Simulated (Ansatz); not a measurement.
# Relaxing Al2Au

Level of theory: Ansatz, DFT PBE, scalar-relativistic, plane waves, PAW. Cutoff 420 eV, Γ-centred k mesh, Gaussian smearing, no spin polarisation in the final step.

The start is a database structure of Al2Au, space group Fm-3m (No. 225).

```yaml
crystal:
  lattice:
    - [0.00000, 3.00233, 3.00233]
    - [3.00233, 0.00000, 3.00233]
    - [3.00233, 3.00233, 0.00000]
  atoms:
    - { symbol: Al, position: [0.25000, 0.25000, 0.25000] }
    - { symbol: Al, position: [0.75000, 0.75000, 0.75000] }
    - { symbol: Au, position: [0.00000, 0.00000, 0.00000] }
```

Steps on the 14×14×14 mesh (3 atoms). 4 of 4 steps are shown, and the free energy counts from the last. Trial steps that were taken back and renewals of the plane-wave basis can be among the rows.

```csv
step,ΔF (meV/atom),V (Å³/atom),P (GPa)
1,5.0,18.04,3.16
2,0.7,18.71,-0.87
3,0.2,18.56,-0.05
4,0.0,18.56,-0.04
```

A final relaxation ran on a 14×14×14 mesh. The relaxed crystal, Fm-3m (No. 225):

```
Al Au
1.0
     0.00000    3.03106    3.03106
     3.03106    0.00000    3.03106
     3.03106    3.03106    0.00000
Al Au
2 1
Cartesian
  1.5155 1.5155 1.5155
  4.5466 4.5466 4.5466
  0.0000 0.0000 0.0000
```

- Volume per atom: 18.56 Å³
- Density: 7.48 g/cm³
- Energy over the elements: -0.43 eV/atom
- Gap on the 14×14×14 mesh: 0 eV (a metal)

Formation energies are uncorrected and refer to the elements' standard structures at the same level.

The final run used a 14×14×14 mesh on its 3-atom cell and 0.10 eV smearing. For metals, differences of a few meV/atom aren't resolved. Spin–orbit coupling is left out.

A structure relaxed within its symmetry needn't be a true minimum.

Cost: 2 runs of about 0.29 core-minutes in all, on Arm Neoverse V2 (shared hosts).